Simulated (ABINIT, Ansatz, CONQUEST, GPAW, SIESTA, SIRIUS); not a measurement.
## MgSi: programs and potentials compared

```
Si Mg
1.0
     2.90839    0.00000    0.00000
     0.00000    2.90839    0.00000
     0.00000    0.00000    4.10343
Si Mg
1 1
Cartesian
  1.4542 1.4542 2.0517
  0.0000 0.0000 0.0000
```

The cell comes from a database or a generator and needn't be the stable form of this composition.

Alike in all runs: task single point; functional PBEsol; k mesh 9 × 9 × 7; occupations fermi-dirac, width 0.05 eV; no spin polarisation; no spin-orbit coupling. Pressure is positive in compression and, in plane waves, holds the error of the finite cutoff.

| program and potentials | plane-wave cutoff (eV) | notes | pressure (GPa) |
| --- | --- | --- | --- |
| ABINIT, PseudoDojo NC SR PBEsol v0.4.1 standard | 1143 | - | ? |
| SIESTA, files PseudoDojo sr-pbesol-0.4.1-standard, DZP (energy shift 0.003 Ry; two zetas on semicore shells) | - | atomic basis | 0.88 |
| SIRIUS, PseudoDojo 0.4.1 PBEsol standard (scalar relativistic) | 1152 | - | -1.43 |
| Ansatz, all-electron LAPW, scalar-relativistic | - | - | -1.52 |
| GPAW, PAW data sets generated for this functional | 800 | - | -1.43 |
| CONQUEST, PseudoDojo NC PBEsol, DZP, grid cutoff 120 Ha | - | atomic basis | 1.59 |

Problem. Estimate from the other rows what the run with ABINIT, PseudoDojo NC SR PBEsol v0.4.1 standard gave.

Solution. Pressure -1.44 GPa. The other rows, which needn't bracket it: pressure -1.52 to 1.59.
